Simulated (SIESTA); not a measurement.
The system is TiTe.

```
CELL_PARAMETERS angstrom
3.84200 0.00000 0.00000
-1.92100 3.32727 0.00000
0.00000 0.00000 6.40300
ATOMIC_POSITIONS crystal
Te 0.66667 0.33333 0.75000
Te 0.33333 0.66667 0.25000
Ti 0.00000 0.00000 0.50000
Ti 0.00000 0.00000 0.00000
```

- Program: SIESTA 5.4.2
- Task: single point
- Functional: PBEsol
- Potentials or basis: PseudoDojo 0.4 standard (PBEsol files)
- Basis: DZP (energy shift 0.003 Ry; two zetas on semicore shells)
- Grid cutoff: 800 Ry
- Energy shift: 0.003 Ry
- k mesh: 8 × 8 × 4
- Occupations: fermi-dirac, width 0.05 eV
- Spin: no spin polarisation

On this cell: pressure 5.6 GPa; largest force under 0.003 eV/Å; band gap on the k mesh none (metal or under the smearing width).

The same run follows on a disturbed copy (atoms moved at random, drawn with an rms of 0.05 Å):

```xyz
4
Lattice="3.8420 0.0000 0.0000 -1.9210 3.3273 0.0000 0.0000 0.0000 6.4030" Properties=species:S:1:pos:R:3 pbc="T T T"
Te    1.9648    1.1090    4.8434
Te    0.0249    2.2165    1.5773
Ti    0.0152    0.0111    3.1929
Ti   -0.0356   -0.0064    0.0083
```

Q: What changes?

A: The energy (extrapolated to zero smearing) moves by +10.6 meV/atom; pressure 5.8 GPa; largest force 0.737 eV/Å; band gap on the k mesh none (metal or under the smearing width).

Forces in eV/Å, atoms in the order of the input:
```
Te  -0.455  0.047 -0.578
Te  -0.266  0.017  0.448
Ti   0.063 -0.116  0.159
Ti   0.658  0.052 -0.028
```

Stress tensor (GPa, compression positive):
```
 4.03 -0.33  0.02
-0.33  4.03 -0.16
 0.02 -0.16  9.46
```

Caveats: the basis of atomic orbitals isn't converged, which shifts pressures, moduli and gaps.
